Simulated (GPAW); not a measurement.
## TiO2 and the effect of the Hubbard U on Ti d

```
Ti O
1.0
     4.59984    0.00000    0.00000
     0.00000    4.59984    0.00000
     0.00000    0.00000    2.95921
Ti O
2 4
Cartesian
  0.0000 0.0000 1.4796
  2.2999 2.2999 0.0000
  1.3998 1.3998 1.4796
  0.9001 3.6997 0.0000
  3.6997 0.9001 0.0000
  3.2000 3.2000 1.4796
```

Kept alike: task band structure; functional PBEsol; k mesh 4 × 4 × 7; occupations fermi-dirac, width 0.05 eV; no spin polarisation. Program: GPAW, PAW data sets generated for this functional, cutoff 800 eV. The mesh is that of the run's cell of 6 atoms. No spin-orbit coupling.

| Hubbard U on Ti d, U (eV) | band gap (eV) | pressure (GPa) |
| --- | --- | --- |
| 0 | 1.836 | -1.42 |
| 1 | 1.982 | -0.32 |
| 2 | 2.138 | 0.81 |
| 3 | 2.304 | 1.97 |
| 4 | 2.467 | 3.17 |
| 6 | 2.814 | 5.66 |
| 8 | 3.188 | 8.28 |

Pressure is positive in compression; the values hold the error of the finite cutoff, so their zero can differ a little from the energy's minimum. U acts here on a shell without spin polarisation. How U acts hangs on the program's projectors. Gaps are the smaller of the mesh's and the band path's.

**Question.** What does the Hubbard U on Ti d change here?

**Answer.** The band gap rises from 1.836 to 3.188 eV between 0 and 8 eV. U pushes filled shell states down and empty ones up. The mean slope is +0.17 eV per eV of U. Measured: 3.05 eV (arxiv:2112.05953); nearest 8, 0.138 eV off. The runs are for a static lattice. The pressure rises from -1.42 to 8.28 GPa between 0 and 8 eV. U localises the shell and weakens its bonds, so the cell pushes outwards.
